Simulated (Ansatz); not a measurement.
**CoO: frozen-core PAW against all-electron methods**

```
Co O
1.0
     0.00000    2.13150    2.13150
     2.13150    0.00000    2.13150
     2.13150    2.13150    0.00000
Co O
1 1
Direct
  0.00000 0.00000 0.00000
  0.50000 0.50000 0.50000
```

Atoms are numbered in the order listed.

The cell is COD entry 1533087, as deposited and not checked against the literature; nothing was relaxed.

Semilocal functionals without U often leave such compounds metallic or with too small a gap, and the real magnetic order may differ.

Other magnetic orders may lie lower; this is the state that the run reached.

Levels of theory: DFT, PBE, PAW with Ansatz's default frozen-core files, scalar-relativistic (Ansatz 0.2.0); DFT, PBE, all-electron PAW with datasets made for the crystal, scalar-relativistic (Ansatz 0.2.0); DFT, PBE, all-electron LAPW, scalar-relativistic (Ansatz 0.2.0).

For PAW: a Γ-centred 15×15×15 k mesh, Fermi–Dirac smearing of 0.05 eV, cutoff 420 eV, spin-polarised from start moments Co1 2 μB. The crystal-made all-electron datasets (AE datasets) take a cutoff of 400 eV at this cell. LAPW targets a basis error of 0.5 meV/atom. The Ansatz runs share mesh, smearing and spin set-up. Plane-wave (PAW) pressures include the program's estimate of the Pulay term.

Stress and pressure are positive in compression.

Levels count from the Fermi level.

| quantity | PAW | AE datasets | LAPW |
| --- | --- | --- | --- |
| pressure (GPa) | -1.74 | -1.82 | -1.82 |
| moment of the cell (μB) | 2.940 | 2.937 | 2.937 |
| highest filled spin-up level at U (eV) | -1.325 | -1.325 | -1.325 |
| lowest empty spin-up level at U (eV) | 7.311 | 7.337 | 7.337 |
| highest filled spin-up level at X (eV) | -2.092 | -2.069 | -2.069 |
| lowest empty spin-up level at X (eV) | 5.747 | 5.769 | 5.770 |
| highest filled spin-up level at K (eV) | -1.325 | -1.325 | -1.325 |
| lowest empty spin-up level at K (eV) | 7.311 | 7.337 | 7.337 |

PAW's pressure differs from the LAPW value by +0.07 GPa.
